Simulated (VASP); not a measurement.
SnS: band structure with TB-mBJ

**Measured values to compare with.**

“Linear dichroism of the optical properties of SnS and SnSe van der Waals crystals”, 2024, arxiv:2409.17412 reports, for a bulk crystal of SnS at 20 K: band gap 1.16 eV (indirect).

The system is SnS.

```xyz
8
Lattice="11.2000 0.0000 0.0000 0.0000 3.9870 0.0000 0.0000 0.0000 4.3340" Properties=species:S:1:pos:R:3 pbc="T T T"
Sn    1.3373    0.9968    0.5192
Sn    4.2627    2.9903    2.6862
Sn    6.9373    0.9968    1.6478
Sn    9.8627    2.9903    3.8148
S     9.5290    0.9968    2.0773
S     7.2710    2.9903    4.2443
S     3.9290    0.9968    0.0897
S     1.6710    2.9903    2.2567
```

```
Program                : VASP 6.6.1
Task                   : band structure
Functional             : TB-mBJ
Potentials or basis    : VASP PAW PBE potentials, release 64 (Sn_d, S)
Cutoff                 : 420 eV
k mesh                 : 3 × 8 × 7
Occupations            : gaussian, width 0.02 eV
Spin                   : no spin polarisation
Further INCAR settings : ALGO = Normal; EDIFF = 1e-06
```

```yaml
Band_gap_on_the_k_mesh: 1.22 eV, indirect (least direct gap 1.63 eV)
Band_gap_along_the_path: 1.11 eV, indirect (least direct gap 1.32 eV)
```

Levels at the corners of the path, in eV from the valence-band top:
```tsv
point	band 38	band 39	band 40	band 41	band 42	band 43
Γ	-1.30	-1.02	-0.70	1.24	3.28	3.32
X	-1.05	-1.04	-1.04	1.59	1.59	1.91
X	-1.05	-1.04	-1.04	1.59	1.59	1.91
S	-2.52	-1.63	-1.63	3.03	3.03	3.12
S	-2.52	-1.63	-1.63	3.03	3.03	3.12
Y	-1.05	-0.07	-0.07	1.82	1.82	2.23
Y	-1.05	-0.07	-0.07	1.82	1.82	2.23
Γ	-1.30	-1.02	-0.70	1.24	3.28	3.32
Γ	-1.30	-1.02	-0.70	1.24	3.28	3.32
Z	-2.49	-0.81	-0.81	2.86	2.86	3.07
Z	-2.49	-0.81	-0.81	2.86	2.86	3.07
U	-1.13	-1.13	-1.13	1.90	1.90	1.90
U	-1.13	-1.13	-1.13	1.90	1.90	1.90
R	-1.85	-1.85	-1.85	2.89	2.89	2.89
R	-1.85	-1.85	-1.85	2.89	2.89	2.89
T	-0.95	-0.06	-0.06	1.77	1.77	2.25
T	-0.95	-0.06	-0.06	1.77	1.77	2.25
Z	-2.49	-0.81	-0.81	2.86	2.86	3.07
Y	-1.05	-0.07	-0.07	1.82	1.82	2.23
T	-0.95	-0.06	-0.06	1.77	1.77	2.25
U	-1.13	-1.13	-1.13	1.90	1.90	1.90
X	-1.05	-1.04	-1.04	1.59	1.59	1.91
S	-2.52	-1.63	-1.63	3.03	3.03	3.12
R	-1.85	-1.85	-1.85	2.89	2.89	2.89
```

It took 12 min on 1 thread of Intel(R) Xeon(R) 6975P-C (Granite Rapids) (shared host), peak memory 0.51 GiB.

Measured gap of SnS: 1.16 eV (indirect; 20 K; “Linear dichroism of the optical properties of SnS and SnSe van der Waals crystals”, 2024, arxiv:2409.17412). This calculation gives 1.11 eV (-0.05 eV). 2 values of this kind are on record (1.09 to 1.16 eV); this one was drawn at random. Spin-orbit coupling on Sn is left out. The value is that of TB-mBJ, without temperature or zero-point motion.

Caveat: spin-orbit coupling is left out, which moves the levels of the heavy elements; the mesh misses the band edges, which the band path finds closer together.
